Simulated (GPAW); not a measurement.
The system is AlNi3.

```xyz
4
Lattice="0.0000 2.8019 2.8019 2.8019 0.0000 2.8019 2.8019 2.8019 0.0000" Properties=species:S:1:pos:R:3 pbc="T T T"
Ni    4.2028    4.2028    4.2028
Ni    0.0000    0.0000    0.0000
Ni    1.4009    1.4009    1.4009
Al    2.8019    2.8019    2.8019
```

The cell comes from a database or a generator and needn't be the stable form of this composition.

Base run:

```yaml
Program: GPAW 26.7.0
Functional: PBEsol
Potentials_or_basis: PAW data sets generated in the run's folder for this functional
Cutoff: 600 eV
Basis: pw
k_mesh: 7 × 7 × 7
Occupations: fermi-dirac, width 0.05 eV
Spin: collinear spin, ferromagnetic start
Starting_moments: "[1.0, 1.0, 1.0, 0.0] μB"
```

Its results: pressure 1.4 GPa; net moment 0.00 μB per cell.

Task: The run is repeated on the same cell with these changes: hubbard terms from none to Ni d U = 2 eV. What comes out?

Result: Pressure -1.2 GPa; net moment 0.00 μB per cell.

Caveats: the stock nickel data set gives pressures a few GPa off other programs; the U is typed as a test and isn't derived for this compound (some runs).
